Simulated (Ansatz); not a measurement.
Relaxed sheet of InSe, cell area A = 14.042 Å²:

```yaml
crystal:
  lattice:
    - [4.02663, 0.00000, 0.00000]
    - [-2.01332, 3.48717, 0.00000]
    - [0.00000, 0.00000, 36.72257]
  periodic: [true, true, false]
  atoms:
    - { symbol: Se, position: [0.33333, 0.66667, 0.42667] }
    - { symbol: In, position: [0.00000, 0.00000, 0.46195] }
    - { symbol: In, position: [0.00000, 0.00000, 0.53805] }
    - { symbol: Se, position: [0.33333, 0.66667, 0.57333] }
```

These are results of DFT PBE+D3(BJ), scalar-relativistic, plane waves, PAW (Ansatz), not measurements. Settings: cutoff 420 eV, Γ-centred mesh 12×12×1 on the computed 4-atom cell, Gaussian smearing of 0.02 eV; no spin polarisation. The sheet is isolated along c (Coulomb cut-off).

Under strain along x with y held, atoms relaxed, stress positive in compression; ΔE is the free energy at this smearing, of which the stress is the derivative:

```
strain (%)  σxx (N/m)  σyy (N/m)  ΔE (meV/cell) thickness (Å)
        -2      1.105      0.300           9.54          5.428
        +2     -0.991     -0.281           8.87          5.344
```

Task: Which in-plane elastic constants follow from the stresses?

Result: Central differences over Δε = 0.04 give C11 = 52.4 N/m from the stress along the strain and C12 = 14.5 N/m from the stress across it. The sheet is hexagonal, so C22 = C11: Poisson's ratio is C12/C11 = 0.28, Young's modulus (C11² − C12²)/C11 = 48 N/m and the shear modulus (C11 − C12)/2 = 18.9 N/m.

Task: Do the energies agree?

Result: The second difference [ΔE(−ε) + ΔE(+ε)]/(A·ε²) = (9.54 + 8.87) meV/(14.042 Å² × 0.0004) × 16.02 N/m per eV/Å² = 52.5 N/m should equal C11 = 52.4 N/m; they differ by 0.2 %, so the two routes agree. The stress in compression and in tension differ in size because of the third-order constants.

Task: The unstrained thickness between the outer atoms is 5.385 Å. How does it respond?

Result: d ln t/dε = (5.344 − 5.428)/(5.385 × 0.04) = -0.39: the sheet thins as it is stretched, as its bonds turn towards the plane.

Task: The gap on the k mesh is 1.793 eV at −2 %, 1.629 eV unstrained and 1.452 eV at +2 %. What is its slope?

Result: On the stretched side -89 meV a percent, on the compressed side -82 meV a percent.

The InSe sheet is soft in its plane, with a Young's modulus of 48 N/m, far below that of graphene. The In–In bonds stand upright and carry little in-plane load, while the inclined In–Se bonds can take up strain by changing their angles as well as their lengths. The same hinge-like motion links stretching to thinning. The larger stress in compression fits ordinary bond anharmonicity.

The gap narrows from compression to tension, probably because the conduction-band edge has antibonding In s–Se p character: weaker overlap in the stretched sheet lowers it. The valence edge, largely Se p_z mixed with In–In bonding states, may shift too, and gaps alone cannot separate the two contributions. The unstrained gap of 1.629 eV lies well below the quasiparticle gap expected for a single layer, as is usual for a semilocal functional, which lacks the derivative discontinuity. The strain response is therefore more informative than the absolute gap, but it doesn't show whether the gap is direct or indirect.
